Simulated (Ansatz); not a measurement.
# TiO2: the cost of one run

Program: Ansatz 0.2.0. Level of theory: DFT PBEsol, scalar-relativistic, plane waves, PAW. These are calculated values, not measurements.

1 further run of the same task is left out (it didn't finish).

### Step 1. The system as given

The structure is tetragonal, space group P4_2/mnm (No. 136). The conventional cell has a = 4.591 Å, b = 4.591 Å, c = 2.939 Å, α = 90.00°, β = 90.00°, γ = 90.00°. Ti (site symmetry mmm) is surrounded by 6 O at 1.94 to 1.98 Å. O (site symmetry m2m) is surrounded by 3 Ti at 1.94 to 1.98 Å.

Structure file:

```cif
data_structure
_symmetry_space_group_name_H-M 'P 1'
_symmetry_Int_Tables_number 1
_cell_length_a 4.5912
_cell_length_b 4.5912
_cell_length_c 2.9390
_cell_angle_alpha 90.000
_cell_angle_beta 90.000
_cell_angle_gamma 90.000
_cell_volume 61.95
loop_
_atom_site_label
_atom_site_type_symbol
_atom_site_fract_x
_atom_site_fract_y
_atom_site_fract_z
_atom_site_occupancy
Ti1 Ti 0.00000 0.00000 0.00000 1
Ti2 Ti 0.50000 0.50000 0.50000 1
O1 O 0.30444 0.30444 0.00000 1
O2 O 0.19556 0.80444 0.50000 1
O3 O 0.69556 0.69556 0.00000 1
O4 O 0.80444 0.19556 0.50000 1
```

This cell was relaxed beforehand with the same method: volume 10.33 Å³/atom, gap on the mesh 1.87 eV.

### Step 2. The reference: the undisturbed cell on the scan's mesh

The input, input.yaml:

```yaml
crystal:
  lattice:
    - [4.5912476203, 0.0, 0.0]
    - [0.0, 4.5912476203, 0.0]
    - [0.0, 0.0, 2.9389940195]
  atoms:
    - { symbol: Ti, position: [0.0, 0.0, 0.0] }
    - { symbol: Ti, position: [0.5, 0.5, 0.5] }
    - { symbol: O, position: [0.304438744, 0.304438744, 0.0] }
    - { symbol: O, position: [0.195561256, 0.804438744, 0.5] }
    - { symbol: O, position: [0.695561256, 0.695561256, 0.0] }
    - { symbol: O, position: [0.804438744, 0.195561256, 0.5] }
basis:
  ecutwfc: 420
kpoints:
  mp_grid: { grid: [8, 8, 10] }
hamiltonian:
  xc: pbesol
scf:
  occupations: { method: gaussian, width: 0.05 }
output:
  forces: true
  stress: true
  eigenvalues: true
  write_density: true
  write_potential: true
  elf: true
  volumetric_format: npy
```

Command:

```sh
$ ansatz run input.yaml --threads 1 --pin off --max-ram 2560MiB --backend cpu --events-out ev --progress --plain --runs-dir out
```

Q: Estimate wall time and peak memory on 1 thread of Intel Xeon Platinum 8488C (Sapphire Rapids), shared host.

About 9.4 s, with a peak of 0.46 GiB.
